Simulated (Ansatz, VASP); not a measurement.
**SrO: VASP beside Ansatz**

INCAR

```
  PREC = Accurate
  ENCUT = 520
  EDIFF = 1E-7
  ISMEAR = 0
  SIGMA = 0.01
  LREAL = False
  LASPH = True
  NELM = 60
  ALGO = Normal
  ISIF = 2
  LWAVE = False
  LCHARG = False
  GGA = PE
  NBANDS = 24
```

KPOINTS

```
regular mesh
0
Gamma
  12 12 4
```

File POSCAR:

```
SrO
1.0
    3.5632380138      0.0000000000      0.0000000000
   -1.7816190069      3.0858546397      0.0000000000
    0.0000000000      0.0000000000      6.2551048216
Sr O
2 2
Direct
    0.0000000000      0.0000000000      0.0000000000
    0.0000000000      0.0000000000      0.5000000000
    0.3333333333      0.6666666667      0.2500000000
    0.6666666667      0.3333333333      0.7500000000
```

Input for Ansatz:

```yaml
crystal:
  lattice:
    - [3.5632380138, 0.0, 0.0]
    - [-1.7816190069, 3.0858546397, 0.0]
    - [0.0, 0.0, 6.2551048216]
  atoms:
    - { symbol: Sr, position: [0.0, 0.0, 0.0] }
    - { symbol: Sr, position: [0.0, 0.0, 0.5] }
    - { symbol: O, position: [0.3333333333, 0.6666666667, 0.25] }
    - { symbol: O, position: [0.6666666667, 0.3333333333, 0.75] }
kpoints:
  mp_grid: { grid: [12, 12, 4] }
  band_path:
    path:
      - [0.0, 0.0, 0.0]
      - [0.5, 0.0, 0.0]
      - [0.3333333333, 0.3333333333, 0.0]
      - [0.0, 0.0, 0.5]
      - [0.5, 0.0, 0.5]
      - [0.3333333333, 0.3333333333, 0.5]
    npoints: 1
hamiltonian:
  xc: pbe
scf:
  occupations: { method: fixed }
  n_extra_bands: 5
output:
  forces: true
  stress: true
  eigenvalues: true
```

Alike in both runs: task single point; functional PBE; k mesh 12 × 12 × 4; no spin polarisation.

|  | VASP | Ansatz |
| --- | --- | --- |
| version | VASP 6.6.1 | Ansatz 0.2.0 |
| potentials or method | VASP PAW PBE potentials, release 64 (Sr_sv, O) | plane waves, PAW |
| plane-wave cutoff (eV) | 520 | 420 |
| occupations | gaussian, width 0.01 eV | fixed |
| valence electrons in the cell | 32 | 32 |

|  | VASP | Ansatz | Ansatz less VASP |
| --- | --- | --- | --- |
| gap on the k mesh at the Fermi level (eV) | 3.40 | 3.44 | +0.040 |
| pressure (GPa) | 2.6 | 2.0 | -0.60 |
| largest component of the traceless stress (GPa) | 0.43 | 0.31 | -0.113 |

A k mesh can miss the band edges. As with any semilocal functional, this PBE gap is likely too small.
